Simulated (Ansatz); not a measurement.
Crystal: Bi.

```
Bi
1.0
    -1.98143    1.98143    1.98143
     1.98143   -1.98143    1.98143
     1.98143    1.98143   -1.98143
Bi
1
Direct
  0.00000 0.00000 0.00000
```

This isn't the form of Bi at room conditions, which is rhombohedral.

Base run:

```yaml
Program: Ansatz 0.2.0
Functional: PBEsol
Potentials_or_basis: Ansatz PAW
Cutoff: 420 eV
Density_cutoff: 1680 eV
k_mesh: 9 × 9 × 9
Occupations: fermi-dirac, width 0.05 eV
Spin: no spin polarisation
```

Its results: band gap on the k mesh none (metal or under the smearing width); pressure -2.0 GPa.

After a change of settings the same cell gave: band gap on the k mesh none (metal or under the smearing width); pressure 5.0 GPa. Which change was it?
A. functional from PBEsol to m-r2SCAN; cutoff from 420 eV to 500 eV; density cutoff from 1680 eV to 2000 eV
B. functional from PBEsol to LDA
C. functional from PBEsol to LDA; occupations from fermi-dirac, width 0.05 eV to gaussian, width 0.05 eV
D. functional from PBEsol to BLYP

D.

BLYP binds less tightly than PBEsol, so the same cell stands under more pressure.

Caveats: spin-orbit coupling is left out, which moves the levels of the heavy elements; the PAW data sets come from PBE, with cores solved anew for the run's functional, which leaves a small shift of forces and pressure; the potentials were made for another functional, which shifts forces and pressure (some runs).

Not every run made on this cell is shown here.
